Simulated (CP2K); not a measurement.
Runs of CP2K 2026.2 on ZrS. The structure is cubic, space group Fm-3m (No. 225). Conventional cell: a = 5.250 Å, b = 5.250 Å, c = 5.250 Å, α = 90.00°, β = 90.00°, γ = 90.00°. Around Zr (site symmetry m-3m) lie 6 S at 2.62 Å. Around S (site symmetry m-3m) lie 6 Zr at 2.62 Å. 

```tsv
level	potentials or basis	smearing	EPS_DEFAULT	NGRIDS	points a segment of the path (NPOINTS)	bands added on the path	CUTOFF of the grids	gap on the mesh (eV)	pressure (GPa)
r2SCAN	POTENTIAL_UZH Zr GTH-SCAN-q12, S GTH-SCAN-q6; TZVP-MOLOPT-SCAN-GTH basis	fermi-dirac 0.01 eV	1.0E-10	5	6	4	700 Ry	none	-1.3
r2SCAN	POTENTIAL_UZH Zr GTH-SCAN-q12, S GTH-SCAN-q6; TZVP-MOLOPT-SCAN-GTH basis	fermi-dirac 0.05 eV	1.0E-9	5	6	4	700 Ry	none	-1.3
SCAN	POTENTIAL_UZH Zr GTH-SCAN-q12, S GTH-SCAN-q6; TZVP-MOLOPT-SCAN-GTH basis	fermi-dirac 0.0259 eV	1.0E-9	4	8	4	700 Ry	none	-1.8
TASK	POTENTIAL_UZH Zr GTH-SCAN-q12, S GTH-SCAN-q6; TZVP-MOLOPT-SCAN-GTH basis	fermi-dirac 0.05 eV	1.0E-10	5	10	2	700 Ry	none	(a)
LDA	GTH_POTENTIALS Zr GTH-PADE-q12, S GTH-PADE-q6; TZVP-MOLOPT-PBE-GTH basis	fermi-dirac 0.05 eV	1.0E-9	4	8	2	450 Ry	none	-9.6
```

Alike in all rows: task band structure; no spin polarisation; cell as given; k mesh 9 × 9 × 9.

Q: Estimate the missing entries.

A: (a) 4.1.

Caveats: the basis of atomic orbitals isn't converged, which shifts pressures, moduli and gaps; the potentials were made for another functional, which shifts forces and pressure (some runs).

A k mesh can miss the band edges, and the runs leave out spin-orbit coupling on Zr.

A gap of «none» marks a metal or a gap under the smearing width.

Not every run made on this cell is shown here.
